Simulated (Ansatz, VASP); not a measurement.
**Two plane-wave programs on C**

```xyz
8
Lattice="2.4589 0.0000 0.0000 1.2294 2.1294 0.0000 0.0000 0.0000 25.8800" Properties=species:S:1:pos:R:3 pbc="T T T"
C     0.6065    0.3502    7.5000
C     1.8359    1.0600    7.5003
C     1.8277    1.0552   11.1266
C     3.0571    1.7650   11.1269
C     3.0489    1.7603   14.7531
C     0.5901    0.3407   14.7534
C     0.5818    0.3359   18.3797
C     1.8113    1.0457   18.3800
```

Alike in both runs: functional PBEsol; k mesh 12 × 12 × 1; occupations gaussian, width 0.05 eV; no spin polarisation.

Ansatz relaxed the structure, and its values are those at the end. VASP's run is a single point on that final structure, the one shown.

|  | VASP | Ansatz |
| --- | --- | --- |
| version | VASP 6.6.1 | Ansatz 0.2.0 |
| potentials or method | VASP PAW PBE potentials, release 64 (C) | scalar-relativistic, plane waves, PAW |
| plane-wave cutoff (eV) | 520 | 420 |
| valence electrons in the cell | 32 | 32 |

|  | VASP | Ansatz | Ansatz less VASP |
| --- | --- | --- | --- |
| gap on the k mesh at the Fermi level (eV) | none | none | - |
| rms of the force components (eV/Å) | 0.004 | 0.004 | 0.0000 |

A gap of «none» marks a metal or a gap that the smearing closes. With one functional, cell and mesh, what is left measures potentials, basis and numerics. Ansatz warned: «xc_potential_rough_in_thin_density».

Caveats: the PAW data sets were made with another functional, which shifts forces and pressure a little (VASP).
